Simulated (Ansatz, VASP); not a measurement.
One calculation of Ag, two programs

```
Ag
1.0
     0.00000    3.10836    3.10836
     3.10836    0.00000    3.10836
     3.10836    3.10836    0.00000
Ag
2
Direct
  0.00000 0.00000 0.00000
  0.25000 0.25000 0.25000
```

This isn't the form of Ag at room conditions, which is fcc.

Alike in both runs: task single point; functional PBE; k mesh 11 × 11 × 11; occupations fermi-dirac, width 0.05 eV; no spin polarisation.

|  | VASP | Ansatz |
| --- | --- | --- |
| version | VASP 6.6.1 | Ansatz 0.2.0 |
| potentials or method | VASP PAW PBE potentials, release 64 (Ag), cutoff 520 eV | all-electron LAPW, scalar-relativistic |

|  | VASP | Ansatz | Ansatz less VASP |
| --- | --- | --- | --- |
| pressure (GPa) | 0.0 | 0.0 | +0.06 |

Ansatz ran all-electron here, so the differences hold the error of VASP's frozen core and of both bases.
